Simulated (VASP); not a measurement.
# SiC (Fm-3m) in VASP: further runs

The runs below take SiC through relaxation of the atoms, with PBE.

Everything below comes from runs of VASP 6.6.1. Logs are shortened: lines on timing, memory, paths and dates and some standing lists are left out, and cuts for length are marked.

## Step 1: Starting point

It takes space group Fm-3m (No. 225, cubic). Conventional cell: a = 4.058 Å, b = 4.058 Å, c = 4.058 Å, α = 90.00°, β = 90.00°, γ = 90.00°. Si (site symmetry m-3m) is surrounded by 6 C at 2.03 Å. C (site symmetry m-3m) has 6 Si at 2.03 Å as nearest neighbours.

The cell was built by a generator and needn't be a form met in nature.

## Step 2: Relaxation of the atoms, PBE

INCAR reads:

```
PREC = Accurate ; ENCUT = 600
EDIFF = 1E-7 ; ISMEAR = 0
SIGMA = 0.03 ; LREAL = False
LASPH = True ; NELM = 80
ALGO = Fast ; ISIF = 2
LWAVE = False ; LCHARG = False
GGA = PE ; IBRION = 2
NSW = 40 ; EDIFFG = -0.01
```

KPOINTS reads:

```
Automatic mesh
0
Gamma
  12 12 12
```

POSCAR reads:

```
SiC                                     
1.0
    0.0000000000      2.0289454752      2.0289454752
    2.0289454752      0.0000000000      2.0289454752
    2.0289454752      2.0289454752      0.0000000000
  Si              C             
     1     1
Direct
     0.0000000000000000    0.0000000000000000    0.0000000000000000
     0.5000000000000000    0.5000000000000000    0.5000000000000000
```

Potentials or basis: VASP PAW PBE potentials, release 64 (Si, C).

Launch:

```sh
$ cat potpaw_PBE.64/Si/POTCAR potpaw_PBE.64/C/POTCAR > POTCAR
$ mpirun -np 1 vasp_std > vasp.out
```

OUTCAR:

```text
PREC = Accurate
   ENCUT = 600
   EDIFF = 1E-7
   ISMEAR = 0
   LREAL = False
   LASPH = True
   NELM = 80
   ISIF = 2
   GGA = PE
   IBRION = 2
   NSW = 40
   EDIFFG = -0.01

 ion  position               nearest neighbor table
   1  0.000  0.000  0.000-   2 2.03   2 2.03   2 2.03   2 2.03   2 2.03   2 2.03
   2  0.500  0.500  0.500-   1 2.03   1 2.03   1 2.03   1 2.03   1 2.03   1 2.03

  LATTYP: Found a face centered cubic cell.
 ALAT       =     4.0578909504

  Lattice vectors:

 A1 = (   0.0000000000,   2.0289454752,   2.0289454752)
 A2 = (   2.0289454752,   0.0000000000,   2.0289454752)
 A3 = (   2.0289454752,   2.0289454752,   0.0000000000)

Analysis of symmetry for initial positions (statically):
=====================================================================
 Subroutine PRICEL returns:
 Original cell was already a primitive cell.

 Routine SETGRP: Setting up the symmetry group for a
 face centered cubic supercell.

 Subroutine GETGRP returns: Found 48 space group operations
 (whereof 48 operations were pure point group operations)
 out of a pool of 48 trial point group operations.

The static configuration has the point symmetry O_h .

Analysis of symmetry for dynamics (positions and initial velocities):
=====================================================================
 Subroutine PRICEL returns:
 Original cell was already a primitive cell.

 Routine SETGRP: Setting up the symmetry group for a
 face centered cubic supercell.

 Subroutine GETGRP returns: Found 48 space group operations
 (whereof 48 operations were pure point group operations)
 out of a pool of 48 trial point group operations.

The dynamic configuration has the point symmetry O_h .

 Subroutine INISYM returns: Found 48 space group operations
 (whereof 48 operations are pure point group operations),
 and found     1 'primitive' translations

----------------------------------------------------------------------------------------

                                     Primitive cell

  volume of cell :      16.7048

  direct lattice vectors                    reciprocal lattice vectors
     0.000000000  2.028945475  2.028945475    -0.246433434  0.246433434  0.246433434
     2.028945475  0.000000000  2.028945475     0.246433434 -0.246433434  0.246433434
     2.028945475  2.028945475  0.000000000     0.246433434  0.246433434 -0.246433434

  length of vectors
     2.869362208  2.869362208  2.869362208     0.426835228  0.426835228  0.426835228

  position of ions in fractional coordinates (direct lattice)
     0.000000000  0.000000000  0.000000000
     0.500000000  0.500000000  0.500000000

  ion indices of the primitive-cell ions
   primitive index   ion index
                 1           1
                 2           2

----------------------------------------------------------------------------------------

 KPOINTS: Automatic mesh

Automatic generation of k-mesh.
 Grid dimensions read from file:
 generate k-points for:   12   12   12

 Generating k-lattice:

  Cartesian coordinates                     Fractional coordinates (reciprocal lattice)
    -0.020536119  0.020536119  0.020536119     0.083333333  0.000000000  0.000000000
     0.020536119 -0.020536119  0.020536119     0.000000000  0.083333333  0.000000000
     0.020536119  0.020536119 -0.020536119     0.000000000  0.000000000  0.083333333

  Length of vectors
     0.035569602  0.035569602  0.035569602

  Shift w.r.t. Gamma in fractional coordinates (k-lattice)
     0.000000000  0.000000000  0.000000000

 Subroutine IBZKPT returns following result:
 ===========================================

 Found     72 irreducible k-points:

 Following reciprocal coordinates:
            Coordinates               Weight
  0.000000  0.000000  0.000000      1.000000
  0.083333  0.000000  0.000000      8.000000
  0.166667  0.000000  0.000000      8.000000
  0.250000  0.000000  0.000000      8.000000
  0.333333  0.000000  0.000000      8.000000
  0.416667  0.000000  0.000000      8.000000
[... 16 lines left out ...]
  0.500000  0.166667  0.000000     24.000000
 -0.416667  0.166667  0.000000     24.000000
 [... further k-points ...]
   k-points           NKPTS =     72   k-points in BZ     NKDIM =     72   number of bands    NBANDS=      8
   number of dos      NEDOS =    301   number of ions     NIONS =      2
   total plane-waves  NPLWV =  13824
   dimension x,y,z NGX =    24 NGY =   24 NGZ =   24
   dimension x,y,z NGXF=    48 NGYF=   48 NGZF=   48
   ions per type =               1   1
   NGX,Y,Z   is equivalent  to a cutoff of  13.91, 13.91, 13.91 a.u.
   NGXF,Y,Z  is equivalent  to a cutoff of  27.81, 27.81, 27.81 a.u.
 SYSTEM =  unknown system
   PREC   = accura    normal or accurate (medium, high low for compatibility)
   ISTART =      0    job   : 0-new  1-cont  2-samecut
   ICHARG =      2    charge: 1-file 2-atom 10-const
   ISPIN  =      1    spin polarized calculation?
   LNONCOLLINEAR =      F non collinear calculations
   LSORBIT =      F    spin-orbit coupling
   LASPH  =      T    aspherical Exc in radial PAW
   ENCUT  =  600.0 eV  44.10 Ry    6.64 a.u.   5.73  5.73  5.73*2*pi/ulx,y,z
   NELM   =     80;   NELMIN=  2; NELMDL= -5     # of ELM steps
   EDIFF  = 0.1E-06   stopping-criterion for ELM
   LREAL  =      F    real-space projection
   EDIFFG = -.1E-01   stopping-criterion for IOM
   NSW    =     40    number of steps for IOM
   IBRION =      2    ionic relax: 0-MD 1-quasi-New 2-CG
   NFREE  =      1    steps in history (QN), initial steepest desc. (CG)
   ISIF   =      2    stress and relaxation
   ISYM   =      2    0-nonsym 1-usesym 2-fastsym
   POTIM  = 0.5000    time-step for ionic-motion
   TEBEG  =    0.0;   TEEND  =   0.0 temperature during run
   PSTRESS=    0.0 pullay stress
   NELECT =       8.0000    total number of electrons
   NUPDOWN=      -1.0000    fix difference up-down
   EMIN   =  10.00;   EMAX   =-10.00  energy-range for DOS
   EFERMI =   0.00;   METHOD = LEGACY
   ISMEAR =     0;   SIGMA  =   0.03  broadening in eV -4-tet -1-fermi 0-gaus
   EFERMI_NEDOS =   21; number of points for ismear=-14 and -15
   IALGO  =     68    algorithm
   IMIX   =      4    mixing-type and parameters
     AMIX     =   0.40;   BMIX     =  1.00
     AMIX_MAG =   1.60;   BMIX_MAG =  1.00
  volume/ion in A,a.u.               =       8.35        56.36
  Fermi-wavevector in a.u.,A,eV,Ry     =   1.280829  2.420416 22.320666  1.640523
  Thomas-Fermi vector in A             =   2.413234
   LORBIT       =      0    0 simple, 1 ext, 2 COOP (PROOUT), +10 PAW based schemes
   GGA     = PE    functional components
   LHFCALC =     F    Hartree Fock is set to
   AEXX    =    0.0000 exact exchange contribution
   IVDW    =     0    specifies the selected vdW correction
   LEPSILON=     F    determine dielectric tensor
   LRPA    =     F    only Hartree local field effects (RPA)
 conjugate gradient relaxation of ions
 non-spin polarized calculation
 RMM-DIIS sequential band-by-band and
 Gauss-broadening in eV      SIGMA  =   0.03
  energy-cutoff  :      600.00
  volume of cell :       16.70
 maximum number of plane-waves:       568
   NGX = 11   NGY = 11   NGZ = 11

 number of electron       8.0000000 magnetization

 Free energy of the ion-electron system (eV)
  ---------------------------------------------------
  ext. energy  EPLUGINS =         0.00000000
  ---------------------------------------------------
  free energy    TOTEN  =       -13.57907146 eV

  energy without entropy =      -13.57887677  energy(sigma->0) =      -13.57897412

 E-fermi :  12.2642     XC(G=0): -12.6667

 val. band max:       12.1912862326   @ k =   0.0833   0.0000   0.0000
 cond. band min:      12.2792198623   @ k =  -0.1667   0.0833   0.0000
 fundamental gap:      0.0879336297
 Fermi energy:        12.2642419732

 k-point     1 :       0.0000    0.0000    0.0000
  band No.  band energies     occupation
      1      -6.0943      2.00000
      2      12.2939      0.16195
      3      12.2939      0.16195
      4      12.2939      0.16195
      5      19.6430      0.00000
      6      21.2376      0.00000
      7      21.2376      0.00000
      8      21.2376      0.00000

 k-point     2 :       0.0833    0.0000    0.0000
  band No.  band energies     occupation
      1      -5.9262      2.00000
      2      11.3767      2.00000
      3      12.1913      1.99942
      4      12.1913      1.99942
      5      19.8709      0.00000
      6      21.0993      0.00000
      7      21.4995      0.00000
      8      21.4996      0.00000

 k-point     3 :       0.1667    0.0000    0.0000
  band No.  band energies     occupation
      1      -5.4237      2.00000
      2       9.2888      2.00000
      3      11.9435      2.00000
      4      11.9435      2.00000
      5      19.4395      0.00000
      6      20.9809      0.00000
      7      20.9809      0.00000
      8      21.9159      0.00000

 k-point     4 :       0.2500    0.0000    0.0000
  band No.  band energies     occupation
      1      -4.5936      2.00000
      2       6.8376      2.00000
      3      11.6657      2.00000
      4      11.6657      2.00000
      5      18.8428      0.00000
      6      19.5786      0.00000
      7      19.5786      0.00000
      8      22.7244      0.00000

 k-point     5 :       0.3333    0.0000    0.0000
  band No.  band energies     occupation
      1      -3.4519      2.00000
      2       4.4032      2.00000
      3      11.4414      2.00000
      4      11.4414      2.00000
      5      18.4388      0.00000
      6      18.4626      0.00000
      7      18.4626      0.00000
      8      22.4057      0.00000
[... 177 lines left out ...]
 k-point    22 :       0.4167    0.1667    0.0000
  band No.  band energies     occupation
      1      -2.4412      2.00000
      2       4.1254      2.00000
      3       9.4892      2.00000
      4       9.8807      2.00000
      5      15.2645      0.00000
      6      19.9474      0.00000
      7      20.7354      0.00000
      8      22.8473      0.00000

 k-point    23 :       0.5000    0.1667    0.0000
  band No.  band energies     occupation
      1      -1.0313      2.00000
      2       2.1150      2.00000
      3       8.8224      2.00000
      4      10.0596      2.00000
      5      15.3243      0.00000
      6      19.7630      0.00000
      7      20.3340      0.00000
      8      24.4113      0.00000

 k-point    24 :      -0.4167    0.1667    0.0000
  band No.  band energies     occupation
      1      -0.6288      2.00000
      2       1.6273      2.00000
      3       8.3314      2.00000
      4      10.4621      2.00000
      5      15.7690      0.00000
      6      19.0823      0.00000
      7      20.4160      0.00000
      8      24.9249      0.00000

 [... further k-points ...]

------------------------ aborting loop because EDIFF is reached ----------------------------------------

  FORCE on cell =-STRESS in cart. coord.  units (eV):
  Direction    XX          YY          ZZ          XY          YZ          ZX
  --------------------------------------------------------------------------------------
  -------------------------------------------------------------------------------------
  Total        0.0017705      0.0017705      0.0017705      0.0000000      0.0000000      0.0000000
  in kB        0.1698094      0.1698094      0.1698094      0.0000000      0.0000000      0.0000000
  external PRESSURE =       0.1698094 kB  Pullay stress =       0.0000000 kB

 VOLUME and BASIS-vectors are now :
 -----------------------------------------------------------------------------
  energy-cutoff  :      600.00
  volume of cell :       16.70
      direct lattice vectors                 reciprocal lattice vectors
     0.000000000  2.028945475  2.028945475    -0.246433434  0.246433434  0.246433434
     2.028945475  0.000000000  2.028945475     0.246433434 -0.246433434  0.246433434
     2.028945475  2.028945475  0.000000000     0.246433434  0.246433434 -0.246433434

 POSITION                                       TOTAL-FORCE (eV/Angst)
 -----------------------------------------------------------------------------------
      0.00000      0.00000      0.00000         0.000000     -0.000000      0.000000
      2.02895      2.02895      2.02895         0.000000      0.000000     -0.000000
 -----------------------------------------------------------------------------------
    total drift:                               -0.000000     -0.000000      0.000000

  FREE ENERGIE OF THE ION-ELECTRON SYSTEM (eV)
  ---------------------------------------------------
  free  energy   TOTEN  =       -13.5790714637 eV

  energy  without entropy=      -13.5788767702  energy(sigma->0) =      -13.57897412

 reached required accuracy - stopping structural energy minimisation
```

Run time: 4.5 s. Hardware: 1 thread of Intel Xeon 6975P-C (Granite Rapids), shared host; peak memory 0.14 GiB.

Results:

| Item | Value |
| --- | --- |
| Free energy | -13.5791 eV |
| Pressure after relaxing | 0.0 GPa |
| Band gap on the k mesh | none (metal or under the smearing width) |

Final structure:
```yaml
crystal:
  lattice:
    - [0.00000, 2.02895, 2.02895]
    - [2.02895, 0.00000, 2.02895]
    - [2.02895, 2.02895, 0.00000]
  atoms:
    - { symbol: Si, position: [0.00000, 0.00000, 0.00000] }
    - { symbol: C, position: [0.50000, 0.50000, 0.50000] }
```

Caveat: the relaxation stopped at its first step, so nothing moved.

(Continued in part 2 of 2.)
